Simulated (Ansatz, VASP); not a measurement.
## Ge in VASP and in Ansatz

INCAR

```
ALGO = Normal ; EDIFF = 1E-6
ENCUT = 520 ; GGA = PS
ISIF = 2 ; ISMEAR = -1
LASPH = T ; LCHARG = F
LREAL = F ; LWAVE = F
NBANDS = 36 ; NELM = 80
PREC = Accurate ; SIGMA = 0.1
```

File KPOINTS:

```
k-points
0
Gamma
  7 7 4
```

The input POSCAR:

```
Ge
1.0
    3.9252155494      0.0000000000      0.0000000000
   -1.9626077747      3.3993363519      0.0000000000
    0.0000000000      0.0000000000      6.4799059087
Ge
4
Direct
    0.6666666667      0.3333333333      0.0629010000
    0.3333333333      0.6666666667      0.5629010000
    0.6666666667      0.3333333333      0.4370990000
    0.3333333333      0.6666666667      0.9370990000
```

Input for Ansatz:

```yaml
crystal:
  lattice:
    - [3.9252155494172505, 0.0, 0.0]
    - [-1.9626077747086252, 3.3993363518517334, 0.0]
    - [0.0, 0.0, 6.479905908736451]
  atoms:
    - { symbol: Ge, position: [0.6666666666666666, 0.3333333333333333, 0.062901] }
    - { symbol: Ge, position: [0.3333333333333333, 0.6666666666666666, 0.562901] }
    - { symbol: Ge, position: [0.6666666666666666, 0.3333333333333333, 0.437099] }
    - { symbol: Ge, position: [0.3333333333333333, 0.6666666666666666, 0.937099] }
basis:
  ecutwfc: 500.0
kpoints:
  mp_grid:
    grid: [7, 7, 4]
hamiltonian:
  xc: pbesol
  pseudopotentials:
    kind: paw
scf:
  occupations:
    method: fermi_dirac
output:
  stress: true
```

This isn't the form of Ge at room conditions, which is diamond.

Alike in both runs: task single point; functional PBEsol; k mesh 7 × 7 × 4; no spin polarisation.

|  | VASP | Ansatz |
| --- | --- | --- |
| version | VASP 6.6.1 | Ansatz 0.2.0 |
| potentials or method | VASP PAW PBE potentials, release 64 (Ge_d) | plane waves, PAW |
| plane-wave cutoff (eV) | 520 | 500 |
| occupations | fermi-dirac, width 0.1 eV | fermi-dirac |
| valence electrons in the cell | 56 | 56 |

|  | VASP | Ansatz | Ansatz less VASP |
| --- | --- | --- | --- |
| pressure (GPa) | 4.0 | 4.1 | +0.13 |
| largest component of the traceless stress (GPa) | 0.31 | 0.32 | +0.001 |

Caveats: the PAW data sets were made with another functional, which shifts forces and pressure a little (VASP).
